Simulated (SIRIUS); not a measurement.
## Sr in SIRIUS: convergence with smearing width

The system is Sr.

```xyz
1
Lattice="0.0000 3.0423 3.0423 3.0423 0.0000 3.0423 3.0423 3.0423 0.0000" Properties=species:S:1:pos:R:3 pbc="T T T"
Sr    0.0000    0.0000    0.0000
```

| Quantity | Value |
| --- | --- |
| Program | SIRIUS 7.10.0 |
| Task | single point |
| Functional | PBE |
| Potentials or basis | SPMS 1.0 PBE (norm-conserving) |
| Cutoff | 937 eV |
| Density cutoff | 3749 eV |
| k mesh | 8 × 8 × 8 |
| Occupations | fermi-dirac, width 0.4 eV |
| Spin | no spin polarisation |

These are the settings of the first run; the series varies smearing width, with any setting tied to it.

Hardware: 1 thread of Arm Neoverse V1, with other jobs on the host.

The values tried are 0.4 eV, 0.3 eV, 0.2 eV, 0.136 eV, 0.1 eV, 0.05 eV, 0.025 eV, 0.01 eV, loosest first. From which on does the pressure stay within 0.1 GPa of the tightest run that finished?

From 0.05 eV on.

```tsv
smearing width	energy less the tightest run, at zero smearing (meV/atom)	pressure (GPa)	SCF cycles	CPU time (s)	peak memory (GiB)
0.4 eV	-4.54	-0.06	15	35	0.31
0.3 eV	3.41	-0.15	13	32	0.31
0.2 eV	4.29	-0.23	14	33	0.31
0.136 eV	2.35	-0.27	15	34	0.31
0.1 eV	1.00	-0.30	15	33	0.31
0.05 eV	-0.13	-0.36	16	34	0.31
0.025 eV	-0.21	-0.40	15	32	0.31
0.01 eV	0.00	-0.42	16	34	0.31
```

Against the tightest run, the energy stays within 1 meV/atom from 0.05 eV on. Narrower smearing needs a denser k mesh, so at a fixed mesh the narrowest width isn't the most accurate. The tightest run that finished is the yardstick and may itself not be fully converged.
